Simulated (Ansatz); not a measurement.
## What strain does to MgS (P6_3mc)

MgS (P6_3mc) from a database structure, relaxed with r2SCAN in the plane-wave code Ansatz. It is hexagonal, P6_3mc (No. 186); a = 4.029 Å, c = 6.454 Å in the conventional setting, 22.68 Å³ an atom. Around Mg lie 4 S at 2.45–2.46 Å; around S lie 4 Mg at 2.45–2.46 Å.

The axes x, y and z are those of this cell:
```yaml
crystal:
  lattice:
    - [4.02866, 0.00000, 0.00000]
    - [-2.01433, 3.48893, 0.00000]
    - [0.00000, 0.00000, 6.45422]
  atoms:
    - { symbol: Mg, position: [0.66667, 0.33333, 0.49712] }
    - { symbol: Mg, position: [0.33333, 0.66667, 0.99712] }
    - { symbol: S, position: [0.33333, 0.66667, 0.37788] }
    - { symbol: S, position: [0.66667, 0.33333, 0.87788] }
```

Unstrained: PBE gives a direct gap of 3.473 eV at Γ. The r2SCAN gap is direct at Γ: 4.147 eV. With HSE06 the gap is 4.533 eV and direct, at Γ. Meshes: PBE 12×12×4, r2SCAN 12×12×4, HSE06 6×6×4. Strains are changes of length per length. After each strain the atoms were relaxed again with r2SCAN within the symmetry that the strain leaves, so tilts or polar shifts that break it weren't tested; points keep the names that they have in the unstrained zone. No spin polarisation and no zero-point or thermal motion.

Changes of the least gap in eV (an overlap counts as a negative gap):
```csv
strain,volume change (%),space group,PBE,r2SCAN,HSE06,"energy rise, r2SCAN (meV/atom)"
uniaxial -3.72 % along y,-3.7,Cmc2_1,+0.175,+0.188,+0.190,9.0
"epitaxial -0.87 % in the xy plane, free normal strain +0.82 %",-0.9,P6_3mc,+0.104,+0.110,+0.110,1.1
"biaxial -4.15 % in x and y, z held",-8.1,P6_3mc,+0.421,+0.449,+0.452,37.0
isotropic -5.05 % on every length,-14.4,P6_3mc,+0.810,+0.866,+0.861,113.8
```

Uniaxial -3.72 % along y, other directions held. HSE06: the gap goes from 4.533 to 4.723 eV (+0.190 eV). Stress change with r2SCAN, compression positive: xx +2.12, yy +3.47, zz +1.71 GPa.

Epitaxial -0.87 % in the xy plane, free normal strain +0.82 %. HSE06: the gap goes from 4.533 to 4.643 eV (+0.110 eV). Stress change with r2SCAN, compression positive: xx +0.89, yy +0.89, zz 0.00 GPa.

Biaxial -4.15 % in x and y, z held. HSE06: the gap goes from 4.533 to 4.985 eV (+0.452 eV). Stress change with r2SCAN, compression positive: xx +6.82, yy +6.82, zz +4.49 GPa.

Isotropic -5.05 % on every length. HSE06: the gap goes from 4.533 to 5.394 eV (+0.861 eV). Stress change with r2SCAN, compression positive: xx +12.98, yy +12.98, zz +12.15 GPa. For HSE06, dE_g/d ln V = -5.5 eV over this step.

The meshes of the hybrids are coarse, so their gaps aren't converged to the digits shown.
